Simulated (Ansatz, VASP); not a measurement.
# Two plane-wave programs on NaF (Villiaumite)

Contents of POSCAR:

```
NaF
1.0
    0.0000000000      2.3044290610      2.3044290610
    2.3044290610      0.0000000000      2.3044290610
    2.3044290610      2.3044290610      0.0000000000
Na F
1 1
Direct
    0.0000000000      0.0000000000      0.0000000000
    0.5000000000      0.5000000000      0.5000000000
```

Contents of INCAR.step1:

```
PREC = Accurate ; ENCUT = 520
ISMEAR = -1 ; SIGMA = 0.05
LREAL = F ; LASPH = T
NELM = 80 ; NBANDS = 14
GGA = PE ; ALGO = Normal
EDIFF = 1E-4 ; LWAVE = T
LCHARG = F
```

INCAR.step2

```
PREC = Accurate ; ENCUT = 520
EDIFF = 1E-7 ; ISMEAR = -1
SIGMA = 0.05 ; LREAL = F
LASPH = T ; NELM = 80
ALGO = Normal ; ISIF = 2
LWAVE = F ; LCHARG = F
METAGGA = R2SCAN ; LMIXTAU = T
NBANDS = 14 ; ISTART = 1
```

KPOINTS

```
regular mesh
0
Gamma
  10 10 10
```

File input.yaml:

```yaml
crystal:
  lattice:
    - [0.0, 2.304429061, 2.304429061]
    - [2.304429061, 0.0, 2.304429061]
    - [2.304429061, 2.304429061, 0.0]
  atoms:
    - { symbol: Na, position: [0.0, 0.0, 0.0] }
    - { symbol: F, position: [0.5, 0.5, 0.5] }
hamiltonian:
  xc: r2scan
  pseudopotentials: { kind: paw }
kpoints:
  mp_grid: { grid: [10, 10, 10] }
scf:
  occupations: { method: fermi_dirac, width: 0.05 }
output:
  forces: true
  stress: true
  eigenvalues: true
```

Alike in both runs: task single point; functional r2SCAN; k mesh 10 × 10 × 10; occupations fermi-dirac, width 0.05 eV; no spin polarisation.

```csv
,VASP,Ansatz
version,VASP 6.6.1,Ansatz 0.2.0
potentials or method,"VASP PAW PBE potentials, release 64 (Na_pv, F)",Ansatz PAW
plane-wave cutoff (eV),520,500
valence electrons in the cell,14,16
```

Ansatz gave:

| Item | Value |
| --- | --- |
| gap on the k mesh at the Fermi level (eV) | 7.23 |
| least direct gap on the mesh (eV) | 7.23 |
| pressure (GPa) | -0.5 |

**Question.** Which values does VASP return?

**Answer.** gap on the k mesh at the Fermi level (eV): 7.27; least direct gap on the mesh (eV): 7.27; pressure (GPa): -1.3.

With one functional, cell and mesh, what is left measures potentials, basis and numerics. The two sets of potentials don't hold the same shells in valence.

Caveats: the PAW data sets were made with another functional, which shifts forces and pressure a little (VASP); the PAW data sets come from PBE, with cores solved anew for the run's functional, which leaves a small shift of forces and pressure (Ansatz). A k mesh can miss the band edges. r2SCAN opens gaps a little over a GGA but as a rule still falls short of measured ones.
